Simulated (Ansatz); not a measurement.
Start of a relaxation, clean slab, lower planes held (ZnS, F-43m (No. 216), (1 1 1) face):

```
CELL_PARAMETERS angstrom
7.60169 0.00000 0.00000
-3.80085 6.58326 0.00000
0.00000 0.00000 22.98260
ATOMIC_POSITIONS crystal
S 0.50000 0.00000 0.34809
S 0.50000 0.50000 0.34809
S 0.00000 0.00000 0.34809
S 0.00000 0.50000 0.34809
Zn 0.16667 0.83333 0.38185
Zn 0.16667 0.33333 0.38185
Zn 0.66667 0.83333 0.38185
Zn 0.66667 0.33333 0.38185
S 0.66667 0.83333 0.48312
S 0.66667 0.33333 0.48312
S 0.16667 0.83333 0.48312
S 0.16667 0.33333 0.48312
Zn 0.33333 0.66667 0.51688
Zn 0.33333 0.16667 0.51688
Zn 0.83333 0.66667 0.51688
Zn 0.83333 0.16667 0.51688
S 0.83333 0.66667 0.61815
S 0.83333 0.16667 0.61815
S 0.33333 0.66667 0.61815
S 0.33333 0.16667 0.61815
Zn 0.50000 0.50000 0.65191
Zn 0.50000 0.00000 0.65191
Zn 0.00000 0.50000 0.65191
Zn 0.00000 0.00000 0.65191
```

Method: DFT PBE+D3(BJ), scalar-relativistic, plane waves, PAW (Ansatz 0.2.0). Settings: cutoff 420 eV, Γ-centred mesh 3×3×1 on the computed 24-atom cell, Gaussian smearing of 0.05 eV; no spin polarisation. The cell repeats along c with a dipole correction in the vacuum.

Atoms 1, 2, 3, 4, 5, 6, 7, 8, 9, 10, 11, 12 (counted from 1) are held. The cell is fixed. Force threshold 0.03 eV/Å.

```
step E − E_final (eV) largest force (eV/Å)
   1             1.072                 1.152
   2             0.733                 0.859
   3             0.279                 0.199
   4             0.196                 0.136
   5             0.174                 0.025
   6             0.174                 0.025
   7             0.171                 0.015
   8             0.168                 0.013
   9             0.150                 0.064
  10             0.085                 0.106
  11             0.050                 0.210
  12             0.000                 0.020
  13             0.000                 0.020
```

(1) What is the final structure?

## Answers

(1)
```yaml
crystal:
  lattice:
    - [7.60169, 0.00000, 0.00000]
    - [-3.80085, 6.58326, 0.00000]
    - [0.00000, 0.00000, 22.98260]
  atoms:
    - { symbol: S, position: [0.50000, 0.00000, 0.34809] }
    - { symbol: S, position: [0.50000, 0.50000, 0.34809] }
    - { symbol: S, position: [0.00000, 0.00000, 0.34809] }
    - { symbol: S, position: [0.00000, 0.50000, 0.34809] }
    - { symbol: Zn, position: [0.16667, 0.83333, 0.38185] }
    - { symbol: Zn, position: [0.16667, 0.33333, 0.38185] }
    - { symbol: Zn, position: [0.66667, 0.83333, 0.38185] }
    - { symbol: Zn, position: [0.66667, 0.33333, 0.38185] }
    - { symbol: S, position: [0.66667, 0.83333, 0.48312] }
    - { symbol: S, position: [0.66667, 0.33333, 0.48312] }
    - { symbol: S, position: [0.16667, 0.83333, 0.48312] }
    - { symbol: S, position: [0.16667, 0.33333, 0.48312] }
    - { symbol: Zn, position: [0.33333, 0.66667, 0.50956] }
    - { symbol: Zn, position: [0.33333, 0.16667, 0.50956] }
    - { symbol: Zn, position: [0.83333, 0.66667, 0.50956] }
    - { symbol: Zn, position: [0.83333, 0.16667, 0.50956] }
    - { symbol: S, position: [0.83333, 0.66667, 0.62671] }
    - { symbol: S, position: [0.83333, 0.16667, 0.62671] }
    - { symbol: S, position: [0.33333, 0.66667, 0.62671] }
    - { symbol: S, position: [0.33333, 0.16667, 0.62671] }
    - { symbol: Zn, position: [0.50000, 0.50000, 0.60882] }
    - { symbol: Zn, position: [0.50000, 0.00000, 0.60882] }
    - { symbol: Zn, position: [0.00000, 0.50000, 0.60882] }
    - { symbol: Zn, position: [0.00000, 0.00000, 0.60882] }
```